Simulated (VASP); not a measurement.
# GaCo (Pm-3m) in VASP: single point with PBEsol

Aim: the single point of GaCo with PBEsol.

All numbers are computed with VASP 6.6.1; they aren't measurements. Logs are shortened: lines on timing, memory, paths and dates and some standing lists are left out, and cuts for length are marked.

## Step 1: The structure

It takes space group Pm-3m (No. 221, cubic). The conventional cell has a = 2.883 Å, b = 2.883 Å, c = 2.883 Å, α = 90.00°, β = 90.00°, γ = 90.00°. Around Ga (site symmetry m-3m) lie 8 Co at 2.50 Å. Co (site symmetry m-3m) is surrounded by 8 Ga at 2.50 Å.

## Step 2: Single point, PBEsol, collinear spin, typed start

INCAR reads:

```
PREC = Accurate ; ENCUT = 520
EDIFF = 1E-6 ; ISMEAR = 0
SIGMA = 0.1 ; LREAL = F
LASPH = T ; NELM = 150
ALGO = Fast ; ISIF = 2
LWAVE = F ; LCHARG = F
ISPIN = 2 ; MAGMOM = 0 3
LORBIT = 11 ; LMAXMIX = 4
GGA = PS ; NBANDS = 22
```

KPOINTS reads:

```
regular mesh
0
Gamma
  6 6 6
```

POSCAR reads:

```
GaCo
1.0
    2.8831000000      0.0000000000      0.0000000000
    0.0000000000      2.8831000000      0.0000000000
    0.0000000000      0.0000000000      2.8831000000
Ga Co
1 1
Direct
    0.5000000000      0.5000000000      0.5000000000
    0.0000000000      0.0000000000      0.0000000000
```

Potentials or basis: VASP PAW PBE potentials, release 64 (Ga_d, Co).

The run is started by

```
$ cat potpaw_PBE.64/Ga_d/POTCAR potpaw_PBE.64/Co/POTCAR > POTCAR
$ mpirun -np 1 vasp_std > vasp.out
```

OUTCAR:

```text
PREC = Accurate
   ENCUT = 520
   EDIFF = 1E-6
   ISMEAR = 0
   LREAL = F
   LASPH = T
   NELM = 150
   ISIF = 2
   ISPIN = 2
   LORBIT = 11
   GGA = PS

 ion  position               nearest neighbor table
   1  0.500  0.500  0.500-   2 2.50   2 2.50   2 2.50   2 2.50   2 2.50   2 2.50   2 2.50   2 2.50

   2  0.000  0.000  0.000-   1 2.50   1 2.50   1 2.50   1 2.50   1 2.50   1 2.50   1 2.50   1 2.50

  LATTYP: Found a simple cubic cell.
 ALAT       =     2.8831000000

  Lattice vectors:

 A1 = (   2.8831000000,   0.0000000000,   0.0000000000)
 A2 = (   0.0000000000,   2.8831000000,   0.0000000000)
 A3 = (   0.0000000000,   0.0000000000,   2.8831000000)

Analysis of symmetry for initial positions (statically):
=====================================================================
 Subroutine PRICEL returns:
 Original cell was already a primitive cell.

 Routine SETGRP: Setting up the symmetry group for a
 simple cubic supercell.

 Subroutine GETGRP returns: Found 48 space group operations
 (whereof 48 operations were pure point group operations)
 out of a pool of 48 trial point group operations.

The static configuration has the point symmetry O_h .

Analysis of symmetry for dynamics (positions and initial velocities):
=====================================================================
 Subroutine PRICEL returns:
 Original cell was already a primitive cell.

 Routine SETGRP: Setting up the symmetry group for a
 simple cubic supercell.

 Subroutine GETGRP returns: Found 48 space group operations
 (whereof 48 operations were pure point group operations)
 out of a pool of 48 trial point group operations.

The dynamic configuration has the point symmetry O_h .

Analysis of structural, dynamic, and magnetic symmetry:
=====================================================================
 Subroutine PRICEL returns:
 Original cell was already a primitive cell.

 Routine SETGRP: Setting up the symmetry group for a
 simple cubic supercell.

 Subroutine GETGRP returns: Found 48 space group operations
 (whereof 48 operations were pure point group operations)
 out of a pool of 48 trial point group operations.

The overall configuration has the point symmetry O_h .

 Subroutine INISYM returns: Found 48 space group operations
 (whereof 48 operations are pure point group operations),
 and found     1 'primitive' translations

[... 110 lines left out ...]
  volume/ion in A,a.u.               =      11.98        80.86
  Fermi-wavevector in a.u.,A,eV,Ry     =   1.591070  3.006687 34.443210  2.531504
  Thomas-Fermi vector in A             =   2.689667
   LORBIT       =     11    0 simple, 1 ext, 2 COOP (PROOUT), +10 PAW based schemes
   GGA     = PS    functional components
   LHFCALC =     F    Hartree Fock is set to
   AEXX    =    0.0000 exact exchange contribution
   IVDW    =     0    specifies the selected vdW correction
   LEPSILON=     F    determine dielectric tensor
   LRPA    =     F    only Hartree local field effects (RPA)
 spin polarized calculation
 RMM-DIIS sequential band-by-band and
 Gauss-broadening in eV      SIGMA  =   0.10
  energy-cutoff  :      520.00
  volume of cell :       23.97
 maximum number of plane-waves:       661
 NGX is ok and might be reduce to    24
   NGX = 11   NGY = 11   NGZ = 11

 number of electron      22.0000019 magnetization      -0.0183385

 number of electron      22.0000019 magnetization       0.0263902

 Free energy of the ion-electron system (eV)
  ---------------------------------------------------
  ext. energy  EPLUGINS =         0.00000000
  ---------------------------------------------------
  free energy    TOTEN  =       -11.75760524 eV

  energy without entropy =      -11.75215887  energy(sigma->0) =      -11.75488206

 E-fermi :   9.5159     XC(G=0): -13.3183

 val. band max:        9.5079560284   @ k =   0.5000   0.3333   0.0000
 cond. band min:       9.5885134671   @ k =   0.5000   0.1667   0.0000
 fundamental gap:      0.0805574387
 Fermi energy:         9.5158893269

 spin component 1

 k-point     1 :       0.0000    0.0000    0.0000
  band No.  band energies     occupation
      1      -5.5448      1.00000
      2      -5.5448      1.00000
      3      -5.2008      1.00000
      4      -5.2008      1.00000
      5      -5.2008      1.00000
      6      -2.5127      1.00000
[... 489 lines left out ...]
     21      44.7380      0.00000
     22      45.6947      0.00000
 Fermi energy:         9.5158893269

 spin component 2

 k-point     1 :       0.0000    0.0000    0.0000
  band No.  band energies     occupation
      1      -5.5453      1.00000
      2      -5.5453      1.00000
      3      -5.2013      1.00000
      4      -5.2013      1.00000
      5      -5.2013      1.00000
      6      -2.5135      1.00000
[... 489 lines left out ...]
     21      45.0177      0.00000
     22      45.6250      0.00000

------------------------ aborting loop because EDIFF is reached ----------------------------------------

  FORCE on cell =-STRESS in cart. coord.  units (eV):
  Direction    XX          YY          ZZ          XY          YZ          ZX
  --------------------------------------------------------------------------------------
  -------------------------------------------------------------------------------------
  Total       -1.3144892     -1.3144892     -1.3144892      0.0000000     -0.0000000      0.0000000
  in kB      -87.8796845    -87.8796845    -87.8796845      0.0000000     -0.0000000      0.0000000
  external PRESSURE =     -87.8796845 kB  Pullay stress =       0.0000000 kB

 VOLUME and BASIS-vectors are now :
 -----------------------------------------------------------------------------
  energy-cutoff  :      520.00
  volume of cell :       23.97
      direct lattice vectors                 reciprocal lattice vectors
     2.883100000  0.000000000  0.000000000     0.346848878  0.000000000  0.000000000
     0.000000000  2.883100000  0.000000000     0.000000000  0.346848878  0.000000000
     0.000000000  0.000000000  2.883100000     0.000000000  0.000000000  0.346848878

 POSITION                                       TOTAL-FORCE (eV/Angst)
 -----------------------------------------------------------------------------------
      1.44155      1.44155      1.44155         0.000000      0.000000      0.000000
      0.00000      0.00000      0.00000         0.000000      0.000000      0.000000
 -----------------------------------------------------------------------------------
    total drift:                                0.000000      0.000000     -0.000000

  FREE ENERGIE OF THE ION-ELECTRON SYSTEM (eV)
  ---------------------------------------------------
  free  energy   TOTEN  =       -11.7576052378 eV

  energy  without entropy=      -11.7521588743  energy(sigma->0) =      -11.75488206

 total charge

# of ion       s       p       d       tot
------------------------------------------
    1        0.847   0.885  10.050  11.782
    2        0.385   0.451   7.503   8.339
--------------------------------------------------
tot          1.231   1.336  17.553  20.121

 magnetization (x)

# of ion       s       p       d       tot
------------------------------------------
    1       -0.000  -0.001  -0.001  -0.002
    2        0.000  -0.001   0.028   0.027
--------------------------------------------------
tot         -0.000  -0.001   0.027   0.025
```

OSZICAR:

```text
N       E                     dE             d eps       ncg     rms          rms(c)
DAV:   1     0.114605787728E+03    0.11461E+03   -0.93697E+03  2062   0.173E+03
DAV:   2    -0.261944923956E+01   -0.11723E+03   -0.11013E+03  1802   0.316E+02
[... 22 lines left out ...]
RMM:  25    -0.117575844956E+02    0.37951E-04   -0.21161E-04  3013   0.922E-02    0.277E-02
RMM:  26    -0.117575908564E+02   -0.63608E-05   -0.69280E-06  2279   0.178E-02    0.227E-02
RMM:  27    -0.117575575704E+02    0.33286E-04   -0.17326E-05  2686   0.269E-02    0.275E-02
RMM:  28    -0.117575990235E+02   -0.41453E-04   -0.18506E-05  2654   0.283E-02    0.296E-02
RMM:  29    -0.117576051989E+02   -0.61754E-05   -0.18138E-06  1929   0.874E-03    0.324E-02
RMM:  30    -0.117576052378E+02   -0.38890E-07   -0.25828E-07  1254   0.452E-03
   1 F= -.11757605E+02 E0= -.11754882E+02  d E =-.544636E-02  mag=     0.0462
```

stdout:

```text
POSCAR found type information on POSCAR GaCo
 POSCAR found :  2 types and       2 ions
 scaLAPACK will be used
 -----------------------------------------------------------------------------
|                                                                             |
|                                                                             |
|     You enforced a specific xc type in the INCAR file but a different       |
|     I HOPE YOU KNOW WHAT YOU ARE DOING!                                     |
|                                                                             |
 -----------------------------------------------------------------------------

 LDA part: xc-table for (Slater+PW92), standard interpolation
 POSCAR, INCAR and KPOINTS ok, starting setup
 FFT: planning ... GRIDC
 FFT: planning ... GRID_SOFT
 FFT: planning ... GRID
 WAVECAR not read
 entering main loop
WARNING in EDDRMM: call to ZHEGV failed, returncode =   8  4     19
```

It took 22 s on 1 thread of Intel Xeon 6975P-C (Granite Rapids), shared host; peak memory 0.15 GiB.

What came out:

```yaml
Free_energy: -11.7576 eV
Pressure: -8.8 GPa
Band_gap_on_the_k_mesh: none (metal or under the smearing width)
Net_moment: 0.03 μB per cell
Site_moments: Ga -0.00; Co +0.03 μB
Valence_electrons_inside_the_program's_atomic_spheres: Ga 11.78; Co 8.34
```

Levels at points of the mesh, in eV from the Fermi level:
Spin up:
```
           k point  band 8  band 9  band 10  band 11  band 12  band 13  band 14  band 15
(0.00, 0.00, 0.00)   -2.54   -0.70    -0.70    -0.70     5.18     5.18     5.18    11.05
(0.50, 0.00, 0.00)   -2.31   -1.71    -1.71    -0.70     0.09    10.60    10.60    11.64
(0.50, 0.50, 0.00)   -3.09   -2.46    -1.19    -1.19    -0.26     2.26     3.14    11.49
(0.50, 0.50, 0.50)   -4.04   -0.22    -0.22     0.62     3.85     3.85     3.85     4.79
```
Spin down:
```tsv
k point	band 9	band 10	band 11	band 12	band 13	band 14
(0.00, 0.00, 0.00)	-0.68	-0.68	-0.68	5.18	5.18	5.18
(0.50, 0.00, 0.00)	-1.70	-1.70	-0.68	0.14	10.60	10.60
(0.50, 0.50, 0.00)	-2.43	-1.17	-1.17	-0.21	2.27	3.16
(0.50, 0.50, 0.50)	-0.17	-0.17	0.62	3.85	3.85	3.85
```

Caveat: the k mesh is coarse (spacing up to 0.36 Å⁻¹), so the values aren't converged; the starting moments collapsed, and a magnetic state may lie lower; the PAW data sets were made with another functional, which shifts forces and pressure a little.
